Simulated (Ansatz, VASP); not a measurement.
**WC in VASP and in Ansatz**

```xyz
2
Lattice="2.7271 0.0000 0.0000 0.0000 2.7271 0.0000 0.0000 0.0000 2.7271" Properties=species:S:1:pos:R:3 pbc="T T T"
W     0.0000    0.0000    0.0000
C     1.3635    1.3635    1.3635
```

Alike in both runs: functional PBE; k mesh 15 × 15 × 15; occupations fermi-dirac, width 0.08 eV; no spin polarisation.

Ansatz relaxed the structure, and its values are those at the end. VASP's run is a single point on that final structure, the one shown.

|  | VASP | Ansatz |
| --- | --- | --- |
| version | VASP 6.6.1 | Ansatz 0.2.0 |
| potentials or method | VASP PAW PBE potentials, release 64 (W_sv, C) | PAW with Ansatz's default frozen-core files, scalar-relativistic |
| plane-wave cutoff (eV) | 520 | 420 |
| valence electrons in the cell | 18 | 18 |

Ansatz gave:

* pressure (GPa): 0.0

Task: What did VASP give for the same quantities?

Result: Pressure (GPa): 1.3.

The runs have no spin-orbit coupling, so splittings on W are missing.
